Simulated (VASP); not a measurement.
Wanted: the native input for a VASP 6.6.1 run.

- Task: single point
- Functional: PBEsol
- Potentials or basis: VASP PAW PBE potentials, release 64 (Li_sv, Cl)
- Cutoff: 520 eV
- k mesh: 6 × 6 × 6
- Occupations: gaussian, width 0.1 eV
- Spin: no spin polarisation
- Dipole correction: no
- Further INCAR settings: ALGO = Normal; EDIFF = 1e-06; NBANDS = 12

The structure of LiCl lies in POSCAR:

```
LiCl
1.0
    0.0000000000      2.5542304370      2.5542304370
    2.5542304370      0.0000000000      2.5542304370
    2.5542304370      2.5542304370      0.0000000000
Li Cl
1 1
Direct
    0.0000000000      0.0000000000      0.0000000000
    0.5000000000      0.5000000000      0.5000000000
```

The input as run:

INCAR

```
SYSTEM = LiCl
PREC = Accurate
ENCUT = 520
EDIFF = 1E-6
ISMEAR = 0
SIGMA = 0.1
LREAL = .FALSE.
LASPH = .TRUE.
NELM = 100
ALGO = Normal
ISIF = 2
LWAVE = .FALSE.
LCHARG = .FALSE.
GGA = PS
NBANDS = 12
```

KPOINTS

```
regular mesh
0
G
  6 6 6
  0 0 0
```

Potentials or basis: VASP PAW PBE potentials, release 64 (Li_sv, Cl).

Run with:

```console
$ cat potpaw_PBE.64/Li_sv/POTCAR potpaw_PBE.64/Cl/POTCAR > POTCAR
$ mpirun -np 1 vasp_std > vasp.out
```

Results of the run:

```json
{
  "Band gap on the k mesh": "6.21 eV, direct"
}
```

It took 7.6 s on 1 thread of Intel(R) Xeon(R) 6975P-C (Granite Rapids) (shared host), peak memory 0.13 GiB.
